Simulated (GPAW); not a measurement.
## V in GPAW: convergence with k mesh

Input of the first run (k mesh 3 × 3 × 3); the others differ in this setting and in those tied to it:

File run.py:

```python
from ase.dft.bandgap import bandgap
from ase.io import read, write
from ase.units import GPa
from gpaw import GPAW, PW, setup_paths

setup_paths.insert(0, '.')

atoms = read('POSCAR')
atoms.set_initial_magnetic_moments([2.0])

calc = GPAW(mode=PW(600),
            xc='PBEsol',
            kpts={'size': (3, 3, 3), 'gamma': True},
            occupations={'name': 'fermi-dirac', 'width': 0.05},
            nbands=15,
            convergence={'density': 1e-05, 'energy': 1e-05},
            maxiter=100,
            txt='gpaw.txt')
atoms.calc = calc
energy = atoms.get_potential_energy()
forces = atoms.get_forces()
stress = atoms.get_stress()
calc.write('gs.gpw')
write('result.traj', atoms)
print(f'Energy: {energy:.6f} eV')
print('Forces (eV/A):')
print(forces.round(4))
print('Stress (GPa):', (stress / GPa).round(3))
print('Moments:', calc.get_magnetic_moments().round(3))
print('Fermi level:', round(calc.get_fermi_level(), 4), 'eV')
print(f'Gap: {bandgap(calc)[0]:.4f} eV, direct: {bandgap(calc, direct=True)[0]:.4f} eV')
```

File POSCAR:

```
V
1.0
   -1.5143500000      1.5143500000      1.5143500000
    1.5143500000     -1.5143500000      1.5143500000
    1.5143500000      1.5143500000     -1.5143500000
V
1
Direct
    0.0000000000      0.0000000000      0.0000000000
```

Potentials or basis: PAW data sets generated in the run's folder for this functional, pw.

Launch:

```console
$ gpaw-setup -f PBEsol V
$ OMP_NUM_THREADS=1 python run.py
```

Hardware: 1 thread of Arm Neoverse V2 (shared host).

Problem. The values tried are 3 × 3 × 3, 4 × 4 × 4, 5 × 5 × 5, 6 × 6 × 6, 8 × 8 × 8, 9 × 9 × 9, 11 × 11 × 11, 13 × 13 × 13, 16 × 16 × 16, loosest first. From which on does the largest site moment stay within 0.02 μB of the tightest run that finished?

Solution. From 11 × 11 × 11 on.

```csv
k mesh,"energy less the tightest run, at zero smearing (meV/atom)",pressure (GPa),largest site moment (μB),SCF cycles,CPU time (s),peak memory (GiB)
3 × 3 × 3,-121.72,-11.56,0.26,11,4.5,0.12
4 × 4 × 4,-105.33,-11.68,0.00,13,5.9,0.12
5 × 5 × 5,35.43,-9.06,0.17,13,6.8,0.13
6 × 6 × 6,35.49,-9.36,0.45,12,7.9,0.13
8 × 8 × 8,-11.86,-11.76,0.00,12,11,0.13
9 × 9 × 9,4.20,-10.80,0.11,14,13,0.13
11 × 11 × 11,-1.49,-10.61,0.00,13,19,0.14
13 × 13 × 13,-1.25,-10.65,0.00,12,25,0.15
16 × 16 × 16,0.00,-10.57,0.00,13,43,0.17
```

Against the tightest run, the pressure stays within 0.1 GPa from 11 × 11 × 11 on. Not settled before the last step: the energy (to 1 meV/atom). Meshes of other sizes hit other points, so gaps and Fermi surfaces needn't settle smoothly. The tightest run that finished is the yardstick and may itself not be fully converged.
